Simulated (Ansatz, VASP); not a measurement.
Cr in VASP and in Ansatz

The input INCAR:

```
SYSTEM = Cr
ALGO = Normal
EDIFF = 1E-6
ENCUT = 520
GGA = PE
ISIF = 2
ISMEAR = -1
ISPIN = 2
LASPH = .TRUE.
LCHARG = .FALSE.
LMAXMIX = 4
LORBIT = 11
LREAL = .FALSE.
LWAVE = .FALSE.
MAGMOM = 0.191 -0.191
NBANDS = 23
NELM = 150
PREC = Accurate
SIGMA = 0.05
```

KPOINTS

```
k-points
0
G
  13 13 13
  0 0 0
```

File POSCAR:

```
Cr
1.0
    0.0000000000      2.2763206644      2.2763206644
    2.2763206644      0.0000000000      2.2763206644
    2.2763206644      2.2763206644      0.0000000000
Cr
2
Direct
    0.0000000000      0.0000000000      0.0000000000
    0.5000000000      0.5000000000      0.5000000000
```

Input for Ansatz:

```yaml
crystal:
  lattice:
    - [0.0, 2.2763206644, 2.2763206644]
    - [2.2763206644, 0.0, 2.2763206644]
    - [2.2763206644, 2.2763206644, 0.0]
  atoms:
    - { symbol: Cr, position: [0.0, 0.0, 0.0], spin: 0.191 }
    - { symbol: Cr, position: [0.5, 0.5, 0.5], spin: -0.191 }
hamiltonian:
  xc: pbe
  pseudopotentials:
    kind: paw
    azcp:
      Cr: "pseudopotentials/Cr.paw.azcp"
basis:
  ecutwfc: 420
  fft_grid_basis: typed
kpoints:
  mp_grid: { grid: [13, 13, 13], shift: [0, 0, 0] }
magnetization:
  spin_polarized: true
scf:
  occupations: { method: fermi_dirac, width: 0.05 }
  lower_state_search: "off"
output:
  stress: true
  write_density: true
  write_potential: true
  elf: true
  volumetric_format: npy
```

Alike in both runs: task single point; functional PBE; k mesh 13 × 13 × 13; occupations fermi-dirac, width 0.05 eV; collinear spin.

|  | VASP | Ansatz |
| --- | --- | --- |
| version | VASP 6.6.1 | Ansatz 0.2.0 |
| potentials or method | VASP PAW PBE potentials, release 64 (Cr_pv) | plane waves (420 eV) with PAW, scalar-relativistic |
| plane-wave cutoff (eV) | 520 | 420 |
| valence electrons in the cell | 24 | 28 |

```tsv
	VASP	Ansatz	Ansatz less VASP
pressure (GPa)	18.3	18.3	+0.01
net moment per atom (μB)	0.00	0.00	0.000
```

The two sets of potentials don't hold the same shells in valence. Ansatz warned: «seeded_moment_not_kept».

Caveats: so large a pressure means that the cell lies far from this level's equilibrium, or that cutoff or potentials fall short (VASP).
